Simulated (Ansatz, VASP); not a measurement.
# One calculation of Ca, two programs

```xyz
1
Lattice="3.5713 0.0000 0.0000 0.0000 3.5713 0.0000 0.0000 0.0000 3.5713" Properties=species:S:1:pos:R:3 pbc="T T T"
Ca    0.0000    0.0000    0.0000
```

Alike in both runs: task single point; functional BLYP; k mesh 10 × 10 × 10; occupations fermi-dirac, width 0.1 eV; no spin polarisation.

|  | VASP | Ansatz |
| --- | --- | --- |
| version | VASP 6.6.1 | Ansatz 0.2.0 |
| potentials or method | VASP PAW PBE potentials, release 64 (Ca_sv) | plane waves (420 eV) with PAW, scalar-relativistic |
| plane-wave cutoff (eV) | 520 | 420 |
| valence electrons in the cell | 10 | 10 |

|  | VASP | Ansatz | Ansatz less VASP |
| --- | --- | --- | --- |
| pressure (GPa) | -0.1 | 0.0 | +0.01 |

Caveats: the PAW data sets were made with another functional, which shifts forces and pressure a little (VASP).
